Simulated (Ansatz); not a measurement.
The system is KMgF3.

```
K Mg F
1.0
     3.98590    0.00000    0.00000
     0.00000    3.98590    0.00000
     0.00000    0.00000    3.98590
K Mg F
1 1 3
Direct
  0.50000 0.50000 0.50000
  0.00000 0.00000 0.00000
  0.00000 0.00000 0.50000
  0.00000 0.50000 0.00000
  0.50000 0.00000 0.00000
```

Base run:

| Property | Result |
| --- | --- |
| Program | Ansatz 0.2.0 |
| Functional | RPBE |
| Potentials or basis | Ansatz PAW |
| Cutoff | 420 eV (not typed: the program's choice for these potentials) |
| k mesh | 7 × 7 × 7 |
| Occupations | fermi-dirac, width 0.05 eV |
| Spin | no spin polarisation |

Its results: band gap on the k mesh 7.67 eV, indirect (least direct gap 7.96 eV); pressure 8.1 GPa.

Problem. The run is repeated on the same cell with these changes: functional from RPBE to PBEsol. What comes out?

Solution. Band gap on the k mesh 7.18 eV, indirect (least direct gap 7.47 eV); pressure 0.3 GPa.

PBEsol binds more tightly than RPBE, so the same cell stands under less pressure.

Caveats: odd divisions of the mesh miss points on the zone boundary, where band edges often lie, so the gap on the mesh can be too wide; the PAW data sets come from PBE, with cores solved anew for the run's functional, which leaves a small shift of forces and pressure; the density of states is complete only up to the lowest level of the last band computed.

A k mesh can miss the band edges.
